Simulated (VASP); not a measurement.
# ZrC (Fm-3m) in VASP: a series of runs, part 2 of 3

VASP 6.6.1. The steps go on from the part before.

### 3 Single point, PBE

The input, INCAR:

```
SYSTEM = ZrC
ALGO = Fast
EDIFF = 1E-6
ENCUT = 520
GGA = PE
ISIF = 2
ISMEAR = -1
LASPH = .TRUE.
LCHARG = .TRUE.
LELF = .TRUE.
LREAL = .FALSE.
LVHAR = .TRUE.
LWAVE = .FALSE.
NBANDS = 15
NELM = 100
PREC = Accurate
SIGMA = 0.05
```

The input, KPOINTS:

```
k-points
0
G
  8 8 8
  0 0 0
```

The input, POSCAR:

```
ZrC
1.0
    0.0000000000      2.3502100000      2.3502100000
    2.3502100000      0.0000000000      2.3502100000
    2.3502100000      2.3502100000      0.0000000000
Zr C
1 1
Direct
    0.5000000000      0.5000000000      0.5000000000
    0.0000000000      0.0000000000      0.0000000000
```

Potentials or basis: VASP PAW PBE potentials, release 64 (Zr_sv, C).

Started as:

```console
> cat potpaw_PBE.64/Zr_sv/POTCAR potpaw_PBE.64/C/POTCAR > POTCAR
> mpirun -np 1 vasp_std > vasp.out
```

OUTCAR:

```text
SYSTEM = ZrC
   EDIFF = 1E-6
   ENCUT = 520
   GGA = PE
   ISIF = 2
   ISMEAR = -1
   LASPH = .TRUE.
   LREAL = .FALSE.
   NELM = 100
   PREC = Accurate

 ion  position               nearest neighbor table
   1  0.500  0.500  0.500-   2 2.35   2 2.35   2 2.35   2 2.35   2 2.35   2 2.35
   2  0.000  0.000  0.000-   1 2.35   1 2.35   1 2.35   1 2.35   1 2.35   1 2.35

  LATTYP: Found a face centered cubic cell.
 ALAT       =     4.7004200000

  Lattice vectors:

 A1 = (   0.0000000000,   2.3502100000,   2.3502100000)
 A2 = (   2.3502100000,   0.0000000000,   2.3502100000)
 A3 = (   2.3502100000,   2.3502100000,   0.0000000000)

Analysis of symmetry for initial positions (statically):
=====================================================================
 Subroutine PRICEL returns:
 Original cell was already a primitive cell.

 Routine SETGRP: Setting up the symmetry group for a
 face centered cubic supercell.

 Subroutine GETGRP returns: Found 48 space group operations
 (whereof 48 operations were pure point group operations)
 out of a pool of 48 trial point group operations.

The static configuration has the point symmetry O_h .

Analysis of symmetry for dynamics (positions and initial velocities):
=====================================================================
 Subroutine PRICEL returns:
 Original cell was already a primitive cell.

 Routine SETGRP: Setting up the symmetry group for a
 face centered cubic supercell.

 Subroutine GETGRP returns: Found 48 space group operations
 (whereof 48 operations were pure point group operations)
 out of a pool of 48 trial point group operations.

The dynamic configuration has the point symmetry O_h .

 Subroutine INISYM returns: Found 48 space group operations
 (whereof 48 operations are pure point group operations),
 and found     1 'primitive' translations

----------------------------------------------------------------------------------------

                                     Primitive cell

[... 121 lines left out ...]
 non-spin polarized calculation
 RMM-DIIS sequential band-by-band and
  energy-cutoff  :      520.00
  volume of cell :       25.96
 maximum number of plane-waves:       725
 NGX is ok and might be reduce to    28
   NGX = 13   NGY = 13   NGZ = 13

 number of electron      16.0000000 magnetization

 Free energy of the ion-electron system (eV)
  ---------------------------------------------------
  ext. energy  EPLUGINS =         0.00000000
  ---------------------------------------------------
  free energy    TOTEN  =       -19.45986886 eV

  energy without entropy =      -19.45699932  energy(sigma->0) =      -19.45843409

 E-fermi :   9.5684     XC(G=0): -12.1330

 val. band max:        9.5576626237   @ k =   0.1250   0.1250   0.0000
 cond. band min:       9.6736095264   @ k =   0.5000   0.5000   0.0000
 fundamental gap:      0.1159469026
 Fermi energy:         9.5684384919

 k-point     1 :       0.0000    0.0000    0.0000
  band No.  band energies     occupation
      1     -38.4923      2.00000
      2     -16.2028      2.00000
      3     -16.2028      2.00000
      4     -16.2028      2.00000
      5      -1.6923      2.00000
      6      10.5497      0.00000
      7      10.5497      0.00000
      8      10.5497      0.00000
      9      10.7070      0.00000
     10      10.7070      0.00000
     11      10.7070      0.00000
     12      12.4253      0.00000
     13      12.4253      0.00000
     14      16.9227      0.00000
[... 401 lines left out ...]
      2     -16.9246      2.00000
      3     -16.5022      2.00000
      4     -16.3559      2.00000
      5       0.7127      2.00000
      6       5.3569      2.00000
      7       7.0940      2.00000
      8       7.2139      2.00000
      9      12.9932      0.00000
     10      13.4203      0.00000
     11      14.8768      0.00000
     12      17.6377      0.00000
     13      18.3910      0.00000
     14      19.8756      0.00000
     15      23.3248      0.00000

 [... further k-points ...]

------------------------ aborting loop because EDIFF is reached ----------------------------------------

  FORCE on cell =-STRESS in cart. coord.  units (eV):
  Direction    XX          YY          ZZ          XY          YZ          ZX
  --------------------------------------------------------------------------------------
  -------------------------------------------------------------------------------------
  Total        0.2307794      0.2307794      0.2307794      0.0000000      0.0000000     -0.0000000
  in kB       14.2415623     14.2415623     14.2415623      0.0000000      0.0000000     -0.0000000
  external PRESSURE =      14.2415623 kB  Pullay stress =       0.0000000 kB

 VOLUME and BASIS-vectors are now :
 -----------------------------------------------------------------------------
  energy-cutoff  :      520.00
  volume of cell :       25.96
      direct lattice vectors                 reciprocal lattice vectors
     0.000000000  2.350210000  2.350210000    -0.212746946  0.212746946  0.212746946
     2.350210000  0.000000000  2.350210000     0.212746946 -0.212746946  0.212746946
     2.350210000  2.350210000  0.000000000     0.212746946  0.212746946 -0.212746946

 POSITION                                       TOTAL-FORCE (eV/Angst)
 -----------------------------------------------------------------------------------
      2.35021      2.35021      2.35021         0.000000     -0.000000      0.000000
      0.00000      0.00000      0.00000        -0.000000      0.000000     -0.000000
 -----------------------------------------------------------------------------------
    total drift:                                0.000000      0.000000      0.000000

  FREE ENERGIE OF THE ION-ELECTRON SYSTEM (eV)
  ---------------------------------------------------
  free  energy   TOTEN  =       -19.4598688642 eV

  energy  without entropy=      -19.4569993214  energy(sigma->0) =      -19.45843409
```

stdout:

```text
POSCAR found type information on POSCAR ZrC
 POSCAR found :  2 types and       2 ions
 scaLAPACK will be used
 LDA part: xc-table for (Slater+PW92), standard interpolation
 POSCAR, INCAR and KPOINTS ok, starting setup
 FFT: planning ... GRIDC
 FFT: planning ... GRID_SOFT
 FFT: planning ... GRID
 WAVECAR not read
 entering main loop
```

Run time: 10 s. Hardware: 1 thread of Intel Xeon 6975P-C (Granite Rapids), shared host; peak memory 0.16 GiB.

Results:

| Property | Result |
| --- | --- |
| Free energy | -19.4599 eV |
| Pressure | 1.4 GPa |
| Band gap on the k mesh | none (metal or under the smearing width) |

### 4 Single point, LDA

The input, INCAR:

```
ALGO     = Normal         # electronic algorithm
EDIFF    = 1E-7           # SCF threshold, eV
ENCUT    = 520            # plane-wave cutoff, eV
GGA      = CA             # functional
ISIF     = 2              # what is computed and relaxed
ISMEAR   = -1             # smearing method
LASPH    = T              # aspherical terms in the spheres
LCHARG   = F              # write CHGCAR
LREAL    = F              # projectors in reciprocal space
LWAVE    = F              # write WAVECAR
NBANDS   = 15             # bands
NELM     = 80             # most SCF steps
PREC     = Accurate       # precision mode
SIGMA    = 0.05           # smearing width, eV
```

The input, KPOINTS:

```
k-points
0
Gamma
  15 15 15
```

POSCAR is that of step 3.

Potentials or basis: VASP PAW LDA potentials, release 64 (Zr_sv, C).

Started as:

```console
> cat potpaw_LDA.64/Zr_sv/POTCAR potpaw_LDA.64/C/POTCAR > POTCAR
> mpirun -np 1 vasp_std > vasp.out
```

Run time: 36 s. Hardware: 1 thread of Intel Xeon Platinum 8488C (Sapphire Rapids), shared host; peak memory 0.17 GiB.

The run converged. Its results:

```yaml
Free_energy: -21.2565 eV
Pressure: -8.1 GPa
Band_gap_on_the_k_mesh: none (metal or under the smearing width)
```

Levels at points of the mesh, in eV from the Fermi level:
```
           k point  band 5  band 6  band 7  band 8  band 9  band 10  band 11  band 12
(0.00, 0.00, 0.00)  -11.14    0.95    0.95    0.95    1.05     1.05     1.05     2.81
```

(Continued in part 3 of 3.)
